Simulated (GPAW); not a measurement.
A run of GPAW 26.7.0:

The input run.py:

```python
from ase import Atoms
from ase.calculators.mixing import SumCalculator
from ase.filters import FrechetCellFilter
from ase.io import write
from ase.optimize import BFGS
from dftd3.ase import DFTD3
from gpaw import GPAW, PW, setup_paths

setup_paths.insert(0, '.')

atoms = Atoms(['Ag', 'Ag'],
              cell=[[2.93, 0.0, 0.0],
                    [-1.465, 2.5374544331, 0.0],
                    [0.0, 0.0, 4.79]],
              scaled_positions=[[0.6666666667, 0.3333333333, 0.75],
                                [0.3333333333, 0.6666666667, 0.25]],
              pbc=True)

calc = GPAW(mode=PW(600),
            xc='PBEsol',
            kpts={'size': (8, 8, 4), 'gamma': True},
            occupations={'name': 'fermi-dirac', 'width': 0.05},
            nbands=31,
            convergence={'density': 1e-05, 'forces': 0.0001},
            maxiter=150,
            txt='gpaw.txt')
atoms.calc = SumCalculator([calc, DFTD3(damping='d3bj', params_tweaks=dict(method='pbesol', atm=True))])
opt = BFGS(FrechetCellFilter(atoms), trajectory='relax.traj', logfile='-')
done = opt.run(fmax=0.02, steps=60)
calc.write('gs.gpw')
write('result.traj', atoms)
print('Converged:', done)
print('Cell:', atoms.cell.cellpar().round(4))
print('Volume:', round(atoms.get_volume(), 4))
print(atoms.get_scaled_positions().round(5))
```

Potentials or basis: PAW data sets generated in the run's folder for this functional, pw.

Command:

```bash
$ gpaw-setup -f PBEsol Ag
$ OMP_NUM_THREADS=1 python run.py
```

Hardware: 1 thread of Intel(R) Xeon(R) Platinum 8559C (Emerald Rapids), on a shared host.

Question: Estimate the wall time of this run.

Answer: Run time: 120 s on 1 thread of Intel(R) Xeon(R) Platinum 8559C (Emerald Rapids), on a shared host, peak memory 0.32 GiB. Counts: scf iterations 77, plane waves 1200, bands 31, k points 35, ion steps 9.
